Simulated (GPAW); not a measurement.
# KBr (Fm-3m) in GPAW: reference runs

Aim: a first look at KBr with PBEsol, on the cell as given and on a disturbed one.

Program: GPAW 26.7.0. These are calculated values, not measurements. Logs are shortened: lines on timing, memory, paths and dates and some standing lists are left out, and cuts for length are marked. The log counts tension as positive stress, the text compression.

**1. The structure**

Symmetry: Fm-3m, No. 225, cubic system. The conventional cell has a = 6.600 Å, b = 6.600 Å, c = 6.600 Å, α = 90.00°, β = 90.00°, γ = 90.00°. Br (site symmetry m-3m) has 6 K at 3.30 Å as nearest neighbours. K (site symmetry m-3m) is surrounded by 6 Br at 3.30 Å.

**2. Single point, PBEsol**

run.py reads:

```python
from ase import Atoms
from ase.dft.bandgap import bandgap
from ase.io import write
from ase.units import Bohr, GPa
from gpaw import GPAW, PW, setup_paths
from gpaw.elf import elf_from_dft_calculation

setup_paths.insert(0, '.')

atoms = Atoms(['Br', 'K'],
              cell=[[0.0, 3.3, 3.3],
                    [3.3, 0.0, 3.3],
                    [3.3, 3.3, 0.0]],
              scaled_positions=[[0.5, 0.5, 0.5],
                                [0.0, 0.0, 0.0]],
              pbc=True)

calc = GPAW(mode=PW(600),
            xc='PBEsol',
            kpts={'size': (7, 7, 7), 'gamma': True},
            occupations={'name': 'fermi-dirac', 'width': 0.05},
            nbands=16,
            convergence={'density': 1e-05, 'energy': 1e-05},
            maxiter=150,
            txt='gpaw.txt')
atoms.calc = calc
energy = atoms.get_potential_energy()
forces = atoms.get_forces()
stress = atoms.get_stress()
calc.write('gs.gpw')
write('result.traj', atoms)
print(f'Energy: {energy:.6f} eV')
print('Forces (eV/A):')
print(forces.round(4))
print('Stress (GPa):', (stress / GPa).round(3))
print('Fermi level:', round(calc.get_fermi_level(), 4), 'eV')
print(f'Gap: {bandgap(calc)[0]:.4f} eV, direct: {bandgap(calc, direct=True)[0]:.4f} eV')

# fields on the real-space grid
write('density.cube', atoms, data=calc.get_pseudo_density() * Bohr**3)
write('potential.cube', atoms, data=calc.get_electrostatic_potential())
write('elf.cube', atoms, data=elf_from_dft_calculation(calc).data)
```

Potentials or basis: PAW data sets generated in the run's folder for this functional, pw.

Started as:

```sh
$ gpaw-setup -f PBEsol Br K
$ OMP_NUM_THREADS=1 python run.py
```

gpaw.txt:

```text
__  _  _
 | _ |_)|_||  |
 |__||  | ||/\| - 26.7.0

Input parameters:
  mode=PW(ecut=600.0),
  convergence={'density': 1e-05, 'energy': 1e-05},
  kpts=MonkhorstPack(size=(7, 7, 7), gamma=True),
  maxiter=150,
  nbands=16,
  occupations=Occupations(name='fermi-dirac', width=0.05),
  xc=XC(name='PBEsol')

Diagonalizing LCAO Hamiltonian
Converting LCAO to pw mode

                 Br

       K

Atoms  # Å, Bohr magnetons
|   | symbol |        x |        y |        z |    initial magnetic moments |
|---|--------|----------|----------|----------|-----------------------------|
| 0 |     Br | 3.300000 | 3.300000 | 3.300000 | ( 0.0000,  0.0000,  0.0000) |
| 1 |      K | 0.000000 | 0.000000 | 0.000000 | ( 0.0000,  0.0000,  0.0000) |

Unit cell  # Å
| periodic |        x |        y |        z |  lengths |    angles |
|----------|----------|----------|----------|----------|-----------|
|      yes | 0.000000 | 3.300000 | 3.300000 | 4.666905 | 60.000000 |
|      yes | 3.300000 | 0.000000 | 3.300000 | 4.666905 | 60.000000 |
|      yes | 3.300000 | 3.300000 | 0.000000 | 4.666905 | 60.000000 |

Number of symmetries: 48
Symmetry operations  # r_c * U_cc + t_c -> r_c
|    | kind |            matrix            |
|----|------|------------------------------|
|  0 |  σ   |  1, 0, 0,  1, 0,-1,  1,-1, 0 |
|  1 |  C2  |  1, 0, 0,  1,-1, 0,  1, 0,-1 |
|  2 |  E   |  1, 0, 0,  0, 1, 0,  0, 0, 1 |
|  3 |  σ   |  1, 0, 0,  0, 0, 1,  0, 1, 0 |
|  4 |  C4  |  1, 0,-1,  1, 0, 0,  1,-1, 0 |
|  5 |  S6  |  1, 0,-1,  1,-1, 0,  1, 0, 0 |
|  6 |  σ   |  1, 0,-1,  0, 1,-1,  0, 0,-1 |
|  7 |  C3  |  1, 0,-1,  0, 0,-1,  0, 1,-1 |
|  8 |  S6  |  1,-1, 0,  1, 0, 0,  1, 0,-1 |
|  9 |  C4  |  1,-1, 0,  1, 0,-1,  1, 0, 0 |
| 10 |  C3  |  1,-1, 0,  0,-1, 1,  0,-1, 0 |
| 11 |  σ   |  1,-1, 0,  0,-1, 0,  0,-1, 1 |
| 12 |  σ   |  0, 1, 0,  1, 0, 0,  0, 0, 1 |
| 13 |  C4  |  0, 1, 0,  0, 1,-1, -1, 1, 0 |
| 14 |  C3  |  0, 1, 0,  0, 0, 1,  1, 0, 0 |
| 15 |  S6  |  0, 1, 0, -1, 1, 0,  0, 1,-1 |
| 16 |  C2  |  0, 1,-1,  1, 0,-1,  0, 0,-1 |
| 17 |  σ   |  0, 1,-1,  0, 1, 0, -1, 1, 0 |
| 18 |  S4  |  0, 1,-1,  0, 0,-1,  1, 0,-1 |
| 19 |  C4  |  0, 1,-1, -1, 1, 0,  0, 1, 0 |
| 20 |  C3  |  0, 0, 1,  1, 0, 0,  0, 1, 0 |
| 21 |  σ   |  0, 0, 1,  0, 1, 0,  1, 0, 0 |
| 22 |  S6  |  0, 0, 1,  0,-1, 1, -1, 0, 1 |
| 23 |  C4  |  0, 0, 1, -1, 0, 1,  0,-1, 1 |
| 24 |  S4  |  0, 0,-1,  1, 0,-1,  0, 1,-1 |
| 25 |  C3  |  0, 0,-1,  0, 1,-1,  1, 0,-1 |
| 26 |  C2  |  0, 0,-1,  0,-1, 0, -1, 0, 0 |
| 27 |  S6  |  0, 0,-1, -1, 0, 0,  0,-1, 0 |
| 28 |  S4  |  0,-1, 1,  1,-1, 0,  0,-1, 0 |
| 29 |  C4  |  0,-1, 1,  0, 0, 1, -1, 0, 1 |
| 30 |  C2  |  0,-1, 1,  0,-1, 0,  1,-1, 0 |
| 31 |  σ   |  0,-1, 1, -1, 0, 1,  0, 0, 1 |
| 32 |  C3  |  0,-1, 0,  1,-1, 0,  0,-1, 1 |
| 33 |  S6  |  0,-1, 0,  0, 0,-1, -1, 0, 0 |
| 34 |  S4  |  0,-1, 0,  0,-1, 1,  1,-1, 0 |
| 35 |  C2  |  0,-1, 0, -1, 0, 0,  0, 0,-1 |
| 36 |  C2  | -1, 1, 0,  0, 1, 0,  0, 1,-1 |
| 37 |  S6  | -1, 1, 0,  0, 1,-1,  0, 1, 0 |
| 38 |  S4  | -1, 1, 0, -1, 0, 1, -1, 0, 0 |
| 39 |  C3  | -1, 1, 0, -1, 0, 0, -1, 0, 1 |
| 40 |  S6  | -1, 0, 1,  0, 0, 1,  0,-1, 1 |
| 41 |  C2  | -1, 0, 1,  0,-1, 1,  0, 0, 1 |
| 42 |  C3  | -1, 0, 1, -1, 1, 0, -1, 0, 0 |
| 43 |  S4  | -1, 0, 1, -1, 0, 0, -1, 1, 0 |
| 44 |  C2  | -1, 0, 0,  0, 0,-1,  0,-1, 0 |
| 45 |  i   | -1, 0, 0,  0,-1, 0,  0, 0,-1 |
| 46 |  σ   | -1, 0, 0, -1, 1, 0, -1, 0, 1 |
| 47 |  C2  | -1, 0, 0, -1, 0, 1, -1, 1, 0 |

BZ-sampling:
  Number of BZ points: 343
  Number of IBZ points: 20

  Monkhorst-Pack size: [7, 7, 7]
  Monkhorst-Pack shift: [0, 0, 0]

K-points  # in reciprocal-cell coordinates
|     |                                coordinates |     weight |
|-----|--------------------------------------------|------------|
|   0 | (  0.00000000,   0.00000000,   0.00000000) | 0.00291545 |
|   1 | (  0.14285714,   0.14285714,   0.00000000) | 0.01749271 |
|   2 | (  0.14285714,   0.14285714,   0.14285714) | 0.02332362 |
|   3 | (  0.28571429,   0.14285714,   0.14285714) | 0.03498542 |
|   4 | (  0.28571429,   0.28571429,   0.00000000) | 0.01749271 |
|   5 | (  0.28571429,   0.28571429,   0.14285714) | 0.06997085 |
|   6 | (  0.28571429,   0.28571429,   0.28571429) | 0.02332362 |
|   7 | (  0.42857143,  -0.28571429,  -0.28571429) | 0.03498542 |
|   8 | (  0.42857143,   0.28571429,  -0.42857143) | 0.13994169 |
|   9 | (  0.42857143,   0.28571429,  -0.28571429) | 0.06997085 |
| ... |                                            |            |
|  19 | (  0.42857143,   0.42857143,   0.42857143) | 0.02332362 |

Plane wave coefficients: 2421
Cutoff: 600.0 eV

Spin-components: 1 (collinear spins)
Bands:           16
Projectors:      10
Spin-degeneracy: 2
Datatype:        complex128

Parallelization:
  kpt:    1
  domain: 1
  band:   1

Density:
  Valence electrons: 16.0
  Components: 1
  Grid points: [27 27 27]
  Charge: 0.0  # |e|

Potential:
  Grid points: [27 27 27]

species:
  Br:
    name:    Bromine
    Z:       35.0
    valence: 7
    core:    28
    charge:  0.0  # [|e|]
    compensation charges:
      type: gauss
      rc: 0.35  # [Å]
      lmax: 2
    cutoffs:
      filter: 1.98  # [Å]
      core: 2.38  # [Å]
    projectors
    | kind |    occ | energy [eV] | rcut [Å] |
    |------|--------|-------------|----------|
    |   4s |  2.000 |     -20.120 |    1.111 |
    |   4p |  5.000 |      -7.856 |    1.111 |
    |    s |        |       7.091 |    1.111 |
    |    p |        |      19.355 |    1.111 |
    |    d |        |       0.000 |    1.111 |

    Using partial waves for Br as LCAO basis

  K:
    name:    Potassium
    Z:       19.0
    valence: 9
    core:    10
    charge:  0.0  # [|e|]
    compensation charges:
      type: gauss
      rc: 0.35  # [Å]
      lmax: 2
    cutoffs:
      filter: 1.91  # [Å]
      core: 1.27  # [Å]
    projectors
    | kind |    occ | energy [eV] | rcut [Å] |
    |------|--------|-------------|----------|
    |   3s |  2.000 |     -35.262 |    1.122 |
    |   4s |  1.000 |      -2.301 |    1.122 |
    |   3p |  6.000 |     -18.797 |    1.106 |
    |    p |        |       8.414 |    1.106 |
    |    d |        |       0.000 |    0.937 |

    Using partial waves for K as LCAO basis

Reference energy: -87215.782123  # eV

eigensolver:
  PPCG
  Converge bands: occupied
  niter=2

density mixing:
  MSR1-Mixer
  Pratt-step length: 0.05
  Maximum mixing coefficient: 0.75
  Old densities: 10
  SVD Regularization: 0.005
  Good broyden scale: 1.0
  Trust region scale: 1.0
  Backstep threshold: 4.0
  History deletion threshold: 6.0
  Fourier metric: weight=20.0, sigma=0.015

occupation numbers:
  Fermi-Dirac:
    width: 0.0500  # eV

poisson solver:
  ecut: 4800.0  # eV

xc functional:
  name: PBEsol with 2 nearest neighbor stencil

convergence criteria:
- Maximum integral of absolute [dens]ity change: 1e-05 electrons / valence electron
- Maximum [total energy] change in last 3 cyles: 1e-05 eV / valence electron
- Maximum integral of absolute [eigenst]ate change: 4e-08 eV^2 / valence electron
maximum number of iterations: 150

SCF iterations
|iter     | |      energy | eigst |  dens |
|---------|-|-------------|-------|-------|
|iter:   1| |   -6.744610 | -0.26 |       |
|iter:   2| |   -6.724468 | -2.37 | -1.35 |
|iter:   3| |   -6.622368 | -2.14 | -1.38 |
|iter:   4| |   -6.622864 | -3.35 | -1.73 |
|iter:   5| |   -6.624438 | -4.31 | -2.09 |
|iter:   6| |   -6.624591 | -5.52 | -2.76 |
|iter:   7| |   -6.624599 | -6.96 | -3.54 |
|iter:   8| |   -6.624600c| -7.60c| -3.95 |
|iter:   9| |   -6.624600c| -8.46c| -5.10c|

Converged in 9 steps
Energy contributions relative to reference atoms: (reference = -87215.782123)

Energy contributions:
  Kinetic:           3.495037
  Coulomb:          -3.019215
  Zero:             -0.697146
  External:          0.000000
  Xc:               -6.403276
  Entropy:          -0.000000
  Spinorbit:         0.000000
  ----------------------------
  Free energy:      -6.624600
  Extrapolated:     -6.624600

dipole moment: (-24.052621, -24.052621, -24.052621)  # |e|*Ang

Fermi level: 1.511
Eigenvalues  # (at kpt = [0.000, 0.000, 0.000])
| band index |      eig [eV] | occ [0-2] |
|------------|---------------|-----------|
|          0 |       -27.875 |     2.000 |
|          1 |       -12.583 |     2.000 |
|          2 |       -11.452 |     2.000 |
|          3 |       -11.452 |     2.000 |
|          4 |       -11.452 |     2.000 |
|          5 |        -0.287 |     2.000 |
|          6 |        -0.287 |     2.000 |
|          7 |        -0.287 |     2.000 |
|          8 |         4.001 |     0.000 |
|          9 |         7.243 |     0.000 |
|         10 |         7.243 |     0.000 |
|         11 |         7.243 |     0.000 |
|         12 |         8.067 |     0.000 |
|         13 |         8.067 |     0.000 |
|         14 |        11.119 |     0.000 |
|         15 |        15.252 |     0.000 |

Gap: 4.288 eV
Transition (v -> c):
  (s=0, k=0, n=7, [0.00, 0.00, 0.00]) -> (s=0, k=0, n=8, [0.00, 0.00, 0.00])
No difference between direct/indirect transitions

Forces  # eV/Ang
|        x |       y |        z |
|----------|---------|----------|
| -0.00000 | 0.00000 | -0.00000 |  # Br   0
|  0.00000 | 0.00000 |  0.00000 |  # K    1

Stress tensor  # eV/Ang^3
|         x |         y |         z |
|-----------|-----------|-----------|
|  0.002170 | -0.000000 | -0.000000 |
| -0.000000 |  0.002170 | -0.000000 |
| -0.000000 | -0.000000 |  0.002170 |

# Writing to gs.gpw (mode='')
```

It took 14 s on 1 thread of Arm Neoverse V2, shared host; peak memory 0.17 GiB.

Results:

* Free energy: -6.6246 eV
* Pressure: -0.3 GPa
* Band gap on the k mesh: 4.29 eV, direct

Levels at points of the mesh, in eV from the valence-band top:
| k point | band 5 | band 6 | band 7 | band 8 | band 9 | band 10 | band 11 | band 12 |
| --- | --- | --- | --- | --- | --- | --- | --- | --- |
| (0.00, 0.00, 0.00) | -11.16 | 0.00 | 0.00 | 0.00 | 4.29 | 7.53 | 7.53 | 7.53 |

**3. Single point, PBEsol (atoms moved at random, drawn with an rms of 0.05 Å)**

Changes to run.py since step 2:

```diff
@@ -3,5 +3,4 @@
 from ase.io import write
-from ase.units import Bohr, GPa
+from ase.units import GPa
 from gpaw import GPAW, PW, setup_paths
-from gpaw.elf import elf_from_dft_calculation
 
@@ -13,4 +12,4 @@
                     [3.3, 3.3, 0.0]],
-              scaled_positions=[[0.5, 0.5, 0.5],
-                                [0.0, 0.0, 0.0]],
+              scaled_positions=[[0.498136, 0.504993, 0.504796],
+                                [-0.003267, 0.013194, -0.005341]],
               pbc=True)
@@ -37,6 +36 @@
 print(f'Gap: {bandgap(calc)[0]:.4f} eV, direct: {bandgap(calc, direct=True)[0]:.4f} eV')
-
-# fields on the real-space grid
-write('density.cube', atoms, data=calc.get_pseudo_density() * Bohr**3)
-write('potential.cube', atoms, data=calc.get_electrostatic_potential())
-write('elf.cube', atoms, data=elf_from_dft_calculation(calc).data)
```

Potentials or basis: PAW data sets generated in the run's folder for this functional, pw.

Started as:

```sh
$ gpaw-setup -f PBEsol Br K
$ OMP_NUM_THREADS=1 python run.py
```

gpaw.txt:

```text
__  _  _
 | _ |_)|_||  |
 |__||  | ||/\| - 26.7.0

Input parameters:
  mode=PW(ecut=600.0),
  convergence={'density': 1e-05, 'energy': 1e-05},
  kpts=MonkhorstPack(size=(7, 7, 7), gamma=True),
  maxiter=150,
  nbands=16,
  occupations=Occupations(name='fermi-dirac', width=0.05),
  xc=XC(name='PBEsol')

Diagonalizing LCAO Hamiltonian
Converting LCAO to pw mode

                  Br

       K

Atoms  # Å, Bohr magnetons
|   | symbol |        x |         y |        z |    initial magnetic moments |
|---|--------|----------|-----------|----------|-----------------------------|
| 0 |     Br | 3.332304 |  3.309676 | 3.310326 | ( 0.0000,  0.0000,  0.0000) |
| 1 |      K | 0.025915 | -0.028406 | 0.032759 | ( 0.0000,  0.0000,  0.0000) |

Unit cell  # Å
| periodic |        x |        y |        z |  lengths |    angles |
|----------|----------|----------|----------|----------|-----------|
|      yes | 0.000000 | 3.300000 | 3.300000 | 4.666905 | 60.000000 |
|      yes | 3.300000 | 0.000000 | 3.300000 | 4.666905 | 60.000000 |
[... 150 lines left out ...]

Converged in 9 steps
Energy contributions relative to reference atoms: (reference = -87215.782123)

Energy contributions:
  Kinetic:           3.512527
  Coulomb:          -3.032453
  Zero:             -0.697222
  External:          0.000000
  Xc:               -6.406382
  Entropy:           0.000000
  Spinorbit:         0.000000
  ----------------------------
  Free energy:      -6.623530
  Extrapolated:     -6.623530

dipole moment: (0.502226, 23.503328, 0.633699)  # |e|*Ang

Fermi level: 1.511
Eigenvalues  # (at kpt = [0.000, 0.000, 0.000])
| band index |      eig [eV] | occ [0-2] |
|------------|---------------|-----------|
|          0 |       -27.875 |     2.000 |
|          1 |       -12.583 |     2.000 |
|          2 |       -11.451 |     2.000 |
|          3 |       -11.451 |     2.000 |
|          4 |       -11.451 |     2.000 |
|          5 |        -0.288 |     2.000 |
[... 8 lines left out ...]
|         14 |        11.115 |     0.000 |
|         15 |        14.859 |     0.000 |

Gap: 4.288 eV
Transition (v -> c):
  (s=0, k=0, n=7, [0.00, 0.00, 0.00]) -> (s=0, k=0, n=8, [0.00, 0.00, 0.00])
No difference between direct/indirect transitions

Forces  # eV/Ang
|        x |        y |        z |
|----------|----------|----------|
| -0.00683 | -0.04100 |  0.02404 |  # Br   0
|  0.00683 |  0.04102 | -0.02405 |  # K    1

Stress tensor  # eV/Ang^3
|         x |         y |         z |
|-----------|-----------|-----------|
|  0.002179 |  0.000006 | -0.000004 |
|  0.000006 |  0.002007 | -0.000022 |
| -0.000004 | -0.000022 |  0.002123 |

# Writing to gs.gpw (mode='')
```

stdout:

```text
Energy: -6.623530 eV
Forces (eV/A):
[[-0.0068 -0.041   0.024 ]
 [ 0.0068  0.041  -0.024 ]]
Stress (GPa): [ 0.349  0.322  0.34  -0.004 -0.001  0.001]
Fermi level: 1.5107 eV
Gap: 4.2884 eV, direct: 4.2884 eV
```

Run time: 94 s. Hardware: 1 thread of Arm Neoverse V2, shared host; peak memory 0.33 GiB.

What came out:

```
Free energy            : -6.6235 eV
Pressure               : -0.3 GPa
Largest force          : 0.048 eV/Å
Band gap on the k mesh : 4.29 eV, direct
```

Forces on the atoms (eV/Å):
```
Br  -0.007 -0.041  0.024
K    0.007  0.041 -0.024
```
